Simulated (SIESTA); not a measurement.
Here is a SIESTA 5.4.2 calculation.

PbSe.fdf

```
SystemName                      Clausthalite
SystemLabel                     PbSe
NumberOfSpecies                 2
NumberOfAtoms                   2
%block ChemicalSpeciesLabel
  1  82 Pb
  2  34 Se
%endblock ChemicalSpeciesLabel

LatticeConstant                 1.0 Ang
%block LatticeVectors
     0.0000000000     3.0606500000     3.0606500000
     3.0606500000     0.0000000000     3.0606500000
     3.0606500000     3.0606500000     0.0000000000
%endblock LatticeVectors
AtomicCoordinatesFormat         Fractional
%block AtomicCoordinatesAndAtomicSpecies
     0.0000000000     0.0000000000     0.0000000000  1  Pb
     0.5000000000     0.5000000000     0.5000000000  2  Se
%endblock AtomicCoordinatesAndAtomicSpecies

%block kgrid.MonkhorstPack
    6   0   0  0.0
    0   6   0  0.0
    0   0   6  0.0
%endblock kgrid.MonkhorstPack
XC.Functional                   GGA
XC.Authors                      PBEsol
PAO.BasisSize                   TZP
PAO.EnergyShift                 0.002 Ry
Mesh.Cutoff                     750 Ry
OccupationFunction              FD
ElectronicTemperature           0.05 eV
MaxSCFIterations                120
SCF.MustConverge                false
SCF.Mixer.Method                Pulay
SCF.Mixer.Weight                0.25
SCF.Mixer.History               8
SCF.DM.Tolerance                5.0e-05
SCF.H.Tolerance                 1.0e-03 eV
WriteForces                     true
Charge.Mulliken                 end
MD.TypeOfRun                    Broyden
MD.Steps                        40
MD.MaxForceTol                  0.01 eV/Ang
MD.MaxDispl                     0.1 Ang
WriteCoorStep                   true
AtomCoorFormatOut               Fractional
MD.VariableCell                 true
MD.MaxStressTol                 0.05 GPa
```

Potentials or basis: PseudoDojo 0.4 standard (PBEsol files), TZP (energy shift 0.002 Ry).

Launch:

```bash
$ siesta PbSe.fdf > PbSe.out 2>&1
```

Q: What does it give for the relaxed volume?

A: 29.11 Å³/atom.

Q: Estimate the band gap on the k mesh.

A: 0.36 eV, direct.

The path:
```
step  energy change (eV)  largest force (eV/Å)  pressure (GPa)  volume (Å³)
   1              0.0000                0.0000            0.79        57.34
   2             -0.0002                0.0000            0.75        57.38
   3             -0.0023                0.0000           -0.02        58.23
```

Caveat: semicore shells carry a single zeta, which can move pressures by several GPa and volumes by a few percent; spin-orbit coupling is left out, which as a rule narrows the gap of such compounds by several tenths of an eV; the basis of atomic orbitals isn't converged, which shifts pressures, moduli and gaps. Zero-point motion and thermal expansion aren't in these numbers.
